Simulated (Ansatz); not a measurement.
## Li under changes of volume

One of the cells (21.609 Å³/atom); the others are scaled copies at fixed shape and fractional positions:

```xyz
1
Lattice="-1.7547 1.7547 1.7547 1.7547 -1.7547 1.7547 1.7547 1.7547 -1.7547" Properties=species:S:1:pos:R:3 pbc="T T T"
Li    0.0000    0.0000    0.0000
```

| Quantity | Value |
| --- | --- |
| Program | Ansatz 0.2.0 |
| Functional | PBE |
| Potentials or basis | Ansatz PAW earlier set |
| Cutoff | 780 eV (not typed: the program's choice for these potentials) |
| k mesh | 11 × 11 × 11 |
| Occupations | fermi-dirac, width 0.05 eV |
| Spin | no spin polarisation |

```csv
volume (Å³/atom),energy over the lowest point (meV/atom),pressure (GPa)
20.312,0.00,0.0
20.744,0.50,-0.3
21.177,1.73,-0.6
21.609,?,?
22.041,6.10,-1.0
22.473,9.13,-1.2
22.905,12.67,-1.4
```

What does the run at 21.609 Å³/atom give?

Energy over the lowest point 3.61 meV/atom; pressure -0.8 GPa.

Worked out: A Birch-Murnaghan fit of order 3 (a polynomial in V^(-2/3)) to the other rows has its minimum at 20.25 Å³/atom, just outside them, with B0 = V·E''(V) = 13.9 GPa and B' = 3.3. It gives 3.61 meV/atom at 21.609 Å³/atom, against the run's 3.61, and -dE/dV = -0.8 GPa, against -0.8.

Energies are extrapolated to zero smearing.
